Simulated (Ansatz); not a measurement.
Na: pressure against volume

Na, P6_3/mmc, a = 3.767 Å, c = 6.154 Å. This isn't the element's structure at ambient conditions. Ansatz: r2SCAN, PAW, 500 eV, Γ-centred 15×15×8 mesh on 2 atoms, Gaussian smearing 0.10 eV; no spin polarisation. Shape and atoms are relaxed at each volume; pressure is positive in compression.

```
V (Å³/atom) P (GPa)
     35.545     0.52
     36.679     0.24
     37.814    -0.01
     38.948        ?
     40.083    -0.41
```

Take V0 = 37.814 Å³/atom, count pressures from its P0 = -0.01 GPa, fit the third-order Birch–Murnaghan form to the other rows, and predict the missing pressure.

With the Eulerian strain f = ½[(V0/V)^(2/3) − 1] and y = (P − P0)/[3f(1 + 2f)^(5/2)], the form is the line y = B0 + 1.5 B0 (B0′ − 4) f. Rows (f, y): 0.02106, 7.57; 0.01026, 7.72; -0.01905, 7.71. Means f = 0.004090, y = 7.6667; Σ(Δf)² = 0.0008615, ΣΔfΔy = -0.002314; the slope is their ratio. y = 7.678 − 2.686 f GPa, so B0 = 7.7 GPa and B0′ = 4 + 2 × (-2.686)/(3 × 7.678) = 3.77. At V = 38.948, f = -0.00975, y = 7.704 and P = -0.22 GPa. The run gave -0.22 GPa, the same to the digits shown.